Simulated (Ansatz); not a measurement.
## Relaxing PbS₂ in the fluorite type

First guess:

```yaml
crystal:
  lattice:
    - [0.00000, 3.11105, 3.11105]
    - [3.11105, 0.00000, 3.11105]
    - [3.11105, 3.11105, 0.00000]
  atoms:
    - { symbol: Pb, position: [0.00000, 0.00000, 0.00000] }
    - { symbol: S, position: [0.25000, 0.25000, 0.25000] }
    - { symbol: S, position: [0.75000, 0.75000, 0.75000] }
```

Computed with Ansatz 0.2.0, DFT, PBE, PAW with Ansatz's default frozen-core files, scalar-relativistic.

Cell and atoms relax within the symmetry of the start on a 9×9×9 k mesh with 0.03 eV Fermi–Dirac smearing.

The start is built from a prototype, known or not as a phase of this compound; the cutoff is 420 eV.

No spin–orbit coupling, which matters for the heavy atoms here.

Q: What is the pressure of the first guess?

A: 21.6 GPa.

Q: What does it relax to?

A: a = 6.789 Å, b = 6.789 Å, c = 6.789 Å, α = 90.00°, β = 90.00°, γ = 90.00° (conventional cell), 26.07 Å³ per atom:
```xyz
3
Lattice="0.0000 3.3944 3.3944 3.3944 0.0000 3.3944 3.3944 3.3944 0.0000" Properties=species:S:1:pos:R:3 pbc="T T T"
Pb    0.0000    0.0000    0.0000
S     1.6972    1.6972    1.6972
S     5.0916    5.0916    5.0916
```

Q: How much energy does the relaxation release?

A: 311 meV/atom.
